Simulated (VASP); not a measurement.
# KCl (Sylvite) (Fm-3m) in VASP: single point with PBE

Aim: the single point of KCl (Sylvite) with PBE.

Program: VASP 6.6.1. These are calculated values, not measurements. Logs are shortened: lines on timing, memory, paths and dates and some standing lists are left out, and cuts for length are marked.

**The experiment to reproduce.**

From a printed reference work, monograph, for a bulk crystal of KCl: band gap 8.68 eV.

The runs below are set against these values where they give the same quantity.

## 1. The cell of the first run

Symmetry: Fm-3m, No. 225, cubic system. Conventional cell: a = 6.293 Å, b = 6.293 Å, c = 6.293 Å, α = 90.00°, β = 90.00°, γ = 90.00°. Within 4.1 Å of K (site symmetry m-3m) lie 6 Cl at 3.15 Å. Cl (site symmetry m-3m) has 6 K at 3.15 Å within 4.1 Å.

## 2. Single point, PBE

Contents of INCAR:

```
SYSTEM = KCl
PREC     = Accurate       ! precision mode
ENCUT    = 520            ! plane-wave cutoff, eV
EDIFF    = 1E-6           ! SCF threshold, eV
ISMEAR   = -1             ! smearing method
SIGMA    = 0.1            ! smearing width, eV
LREAL    = .False.        ! projectors in reciprocal space
LASPH    = .True.         ! aspherical terms in the spheres
NELM     = 100            ! most SCF steps
ALGO     = Normal         ! electronic algorithm
ISIF     = 2              ! what is computed and relaxed
LWAVE    = .False.        ! write WAVECAR
LCHARG   = .True.         ! write CHGCAR
GGA      = PE             ! functional
LELF     = .True.         ! ELF
LVHAR    = .True.       
NBANDS   = 15             ! bands
```

Contents of KPOINTS:

```
regular mesh
0
Gamma
  6 6 6
  0 0 0
```

Contents of POSCAR:

```
KCl
1.0
    0.0000000000      3.1464700000      3.1464700000
    3.1464700000      0.0000000000      3.1464700000
    3.1464700000      3.1464700000      0.0000000000
K Cl
1 1
Direct
    0.0000000000      0.0000000000      0.0000000000
    0.5000000000      0.5000000000      0.5000000000
```

Potentials or basis: VASP PAW PBE potentials, release 64 (K_sv, Cl).

On the command line:

```bash
> cat potpaw_PBE.64/K_sv/POTCAR potpaw_PBE.64/Cl/POTCAR > POTCAR
> mpirun -np 1 vasp_std > vasp.out
```

OUTCAR:

```text
SYSTEM = KCl
   PREC = Accurate
   ENCUT = 520
   EDIFF = 1E-6
   ISMEAR = -1
   LREAL = .False.
   LASPH = .True.
   NELM = 100
   ISIF = 2
   GGA = PE

 ion  position               nearest neighbor table
   1  0.000  0.000  0.000-   2 3.15   2 3.15   2 3.15   2 3.15   2 3.15   2 3.15
   2  0.500  0.500  0.500-   1 3.15   1 3.15   1 3.15   1 3.15   1 3.15   1 3.15

  LATTYP: Found a face centered cubic cell.
 ALAT       =     6.2929400000

  Lattice vectors:

 A1 = (   0.0000000000,   3.1464700000,   3.1464700000)
 A2 = (   3.1464700000,   0.0000000000,   3.1464700000)
 A3 = (   3.1464700000,   3.1464700000,   0.0000000000)

Analysis of symmetry for initial positions (statically):
=====================================================================
 Subroutine PRICEL returns:
 Original cell was already a primitive cell.

 Routine SETGRP: Setting up the symmetry group for a
 face centered cubic supercell.

 Subroutine GETGRP returns: Found 48 space group operations
 (whereof 48 operations were pure point group operations)
 out of a pool of 48 trial point group operations.

The static configuration has the point symmetry O_h .

Analysis of symmetry for dynamics (positions and initial velocities):
=====================================================================
 Subroutine PRICEL returns:
 Original cell was already a primitive cell.

 Routine SETGRP: Setting up the symmetry group for a
 face centered cubic supercell.

 Subroutine GETGRP returns: Found 48 space group operations
 (whereof 48 operations were pure point group operations)
 out of a pool of 48 trial point group operations.

The dynamic configuration has the point symmetry O_h .

 Subroutine INISYM returns: Found 48 space group operations
 (whereof 48 operations are pure point group operations),
 and found     1 'primitive' translations

----------------------------------------------------------------------------------------

                                     Primitive cell

  volume of cell :      62.3018

  direct lattice vectors                    reciprocal lattice vectors
     0.000000000  3.146470000  3.146470000    -0.158908237  0.158908237  0.158908237
     3.146470000  0.000000000  3.146470000     0.158908237 -0.158908237  0.158908237
     3.146470000  3.146470000  0.000000000     0.158908237  0.158908237 -0.158908237

  length of vectors
     4.449780548  4.449780548  4.449780548     0.275237140  0.275237140  0.275237140

  position of ions in fractional coordinates (direct lattice)
     0.000000000  0.000000000  0.000000000
     0.500000000  0.500000000  0.500000000

[... 73 lines left out ...]
   ISIF   =      2    stress and relaxation
   ISYM   =      2    0-nonsym 1-usesym 2-fastsym
   POTIM  = 0.5000    time-step for ionic-motion
   TEBEG  =    0.0;   TEEND  =   0.0 temperature during run
   PSTRESS=    0.0 pullay stress
   NELECT =      16.0000    total number of electrons
   NUPDOWN=      -1.0000    fix difference up-down
   EMIN   =  10.00;   EMAX   =-10.00  energy-range for DOS
   EFERMI =   0.00;   METHOD = LEGACY
   ISMEAR =    -1;   SIGMA  =   0.10  broadening in eV -4-tet -1-fermi 0-gaus
   EFERMI_NEDOS =   21; number of points for ismear=-14 and -15
   IALGO  =     38    algorithm
   IMIX   =      4    mixing-type and parameters
     AMIX     =   0.40;   BMIX     =  1.00
     AMIX_MAG =   1.60;   BMIX_MAG =  1.00
  volume/ion in A,a.u.               =      31.15       210.22
  Fermi-wavevector in a.u.,A,eV,Ry     =   1.040594  1.966437 14.732871  1.082835
  Thomas-Fermi vector in A             =   2.175177
   LORBIT       =      0    0 simple, 1 ext, 2 COOP (PROOUT), +10 PAW based schemes
   GGA     = PE    functional components
[... 5 lines left out ...]
 non-spin polarized calculation
  energy-cutoff  :      520.00
  volume of cell :       62.30
 maximum number of plane-waves:      1694
 NGX is ok and might be reduce to    36
   NGX = 17   NGY = 17   NGZ = 17

 number of electron      16.0000001 magnetization

 Free energy of the ion-electron system (eV)
  ---------------------------------------------------
  ext. energy  EPLUGINS =         0.00000000
  ---------------------------------------------------
  free energy    TOTEN  =        -6.80385473 eV

  energy without entropy =       -6.80385473  energy(sigma->0) =       -6.80385473

 E-fermi :   0.4727     XC(G=0):  -7.5391

 val. band max:       -1.8421366360   @ k =   0.0000   0.0000   0.0000
 cond. band min:       3.3447496836   @ k =   0.0000   0.0000   0.0000
 fundamental gap:      5.1868863196
 Fermi energy:         0.4726700299

 k-point     1 :       0.0000    0.0000    0.0000
  band No.  band energies     occupation
      1     -29.0402      2.00000
      2     -13.9598      2.00000
      3     -12.5010      2.00000
      4     -12.5010      2.00000
      5     -12.5010      2.00000
      6      -1.8421      2.00000
      7      -1.8421      2.00000
      8      -1.8421      2.00000
      9       3.3447      0.00000
     10       6.5386      0.00000
     11       6.5386      0.00000
     12       6.5386      0.00000
     13       7.4152      0.00000
     14       7.4152      0.00000
[... 257 lines left out ...]
      2     -13.9334      2.00000
      3     -12.6211      2.00000
      4     -12.5780      2.00000
      5     -12.4464      2.00000
      6      -2.4139      2.00000
      7      -2.2647      2.00000
      8      -2.2005      2.00000
      9       5.4145      0.00000
     10       7.0855      0.00000
     11       7.2390      0.00000
     12       8.3304      0.00000
     13       9.1070      0.00000
     14       9.8660      0.00000
     15      10.4568      0.00000

------------------------ aborting loop because EDIFF is reached ----------------------------------------

  FORCE on cell =-STRESS in cart. coord.  units (eV):
  Direction    XX          YY          ZZ          XY          YZ          ZX
  --------------------------------------------------------------------------------------
  -------------------------------------------------------------------------------------
  Total        0.3046392      0.3046392      0.3046392      0.0000000      0.0000000     -0.0000000
  in kB        7.8342163      7.8342163      7.8342163      0.0000000      0.0000000     -0.0000000
  external PRESSURE =       7.8342163 kB  Pullay stress =       0.0000000 kB

 VOLUME and BASIS-vectors are now :
 -----------------------------------------------------------------------------
  energy-cutoff  :      520.00
  volume of cell :       62.30
      direct lattice vectors                 reciprocal lattice vectors
     0.000000000  3.146470000  3.146470000    -0.158908237  0.158908237  0.158908237
     3.146470000  0.000000000  3.146470000     0.158908237 -0.158908237  0.158908237
     3.146470000  3.146470000  0.000000000     0.158908237  0.158908237 -0.158908237

 POSITION                                       TOTAL-FORCE (eV/Angst)
 -----------------------------------------------------------------------------------
      0.00000      0.00000      0.00000        -0.000000     -0.000000      0.000000
      3.14647      3.14647      3.14647         0.000000      0.000000     -0.000000
 -----------------------------------------------------------------------------------
    total drift:                                0.000000      0.000000      0.000000

  FREE ENERGIE OF THE ION-ELECTRON SYSTEM (eV)
  ---------------------------------------------------
  free  energy   TOTEN  =        -6.8038547328 eV

  energy  without entropy=       -6.8038547327  energy(sigma->0) =       -6.80385473
```

stdout:

```text
POSCAR found type information on POSCAR K Cl
 POSCAR found :  2 types and       2 ions
 scaLAPACK will be used
 LDA part: xc-table for (Slater+PW92), standard interpolation
 POSCAR, INCAR and KPOINTS ok, starting setup
 FFT: planning ... GRIDC
 FFT: planning ... GRID_SOFT
 FFT: planning ... GRID
 WAVECAR not read
 entering main loop
```

It took 19 s on 1 thread of AMD EPYC 7R13 (Zen 3), shared host; peak memory 0.17 GiB.

Results:

```yaml
Free_energy: -6.8039 eV
Pressure: 0.8 GPa
Band_gap_on_the_k_mesh: 5.19 eV, direct
```

Levels at points of the mesh, in eV from the valence-band top:
```tsv
k point	band 4	band 5	band 6	band 7	band 8	band 9	band 10	band 11	band 12	band 13
(0.00, 0.00, 0.00)	-10.66	-10.66	0.00	0.00	0.00	5.19	8.38	8.38	8.38	9.26
(0.50, 0.00, 0.00)	-10.67	-10.42	-1.05	-0.32	-0.32	7.59	8.60	10.53	10.53	11.41
(0.50, 0.50, 0.00)	-10.71	-10.71	-0.66	-0.22	-0.22	6.53	8.35	10.07	10.24	10.63
```

## 3. Against experiment

Step 2. Against the measured gap of KCl, 8.68 eV (a printed reference work, monograph), the calculated 5.19 eV is off by -3.49 eV. The value is that of PBE, without temperature or zero-point motion. Semilocal functionals fall short of measured gaps as a rule.
